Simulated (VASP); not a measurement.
The system is BaTiO3.

```xyz
5
Lattice="3.9998 0.0000 0.0000 0.0000 3.9998 0.0000 0.0000 0.0000 4.0180" Properties=species:S:1:pos:R:3 pbc="T T T"
Ba    0.0000    0.0000    0.0000
Ti    1.9999    1.9999    1.9688
O     0.0000    1.9999    2.0773
O     1.9999    0.0000    2.0773
O     1.9999    1.9999    0.0763
```

- Program: VASP 6.6.1
- Task: relaxation of cell and atoms
- Functional: PBEsol
- Dispersion: D3
- Potentials or basis: VASP PAW PBE potentials, release 64 (Ba_sv, Ti_sv, O)
- Cutoff: 600 eV
- k mesh: 7 × 7 × 7
- Occupations: fermi-dirac, width 0.05 eV
- Spin: no spin polarisation

At the start: pressure -3.9 GPa; volume 12.86 Å³/atom.

**Question.** How do energy, volume and symmetry change on relaxing?

**Answer.** Over 15 steps the energy falls by 4.7 meV/atom and the volume is 12.62 Å³/atom (-1.8 %); space group P4mm (No. 99, to 0.05 Å).

The path:
| step | energy change (eV) | largest force (eV/Å) | pressure (GPa) | volume (Å³) |
| --- | --- | --- | --- | --- |
| 1 | 0.0000 | 0.3281 | -3.94 | 64.28 |
| 2 | 0.0013 | 0.1977 | 4.80 | 61.38 |
| 3 | -0.0205 | 0.0950 | 0.17 | 62.83 |
| 4 | -0.0220 | 0.0609 | 0.11 | 62.88 |
| 5 | -0.0226 | 0.0651 | 0.07 | 62.94 |
| 6 | -0.0226 | 0.0707 | 0.06 | 62.94 |
| 7 | -0.0229 | 0.0361 | 0.02 | 63.00 |
| 8 | -0.0230 | 0.0221 | -0.01 | 63.03 |
| 9 | -0.0230 | 0.0249 | -0.02 | 63.04 |
| 10 | -0.0232 | 0.0266 | 0.00 | 63.06 |
| 11 | -0.0232 | 0.0279 | 0.02 | 63.07 |
| 12 | -0.0233 | 0.0124 | -0.02 | 63.10 |
| 13 | -0.0233 | 0.0106 | -0.04 | 63.12 |
| 14 | -0.0233 | 0.0163 | 0.08 | 63.09 |
| 15 | -0.0233 | 0.0051 | 0.01 | 63.10 |

Final structure:
```
Ba Ti O
1.0
     3.95769    0.00000    0.00000
     0.00000    3.95769    0.00000
     0.00000    0.00000    4.02882
Ba Ti O
1 1 3
Cartesian
  0.0000 0.0000 0.0012
  1.9788 1.9788 1.9549
  0.0000 1.9788 2.0789
  1.9788 3.9577 2.0789
  1.9788 1.9788 0.1026
```

Caveat: the PAW data sets were made with another functional, which shifts forces and pressure a little.
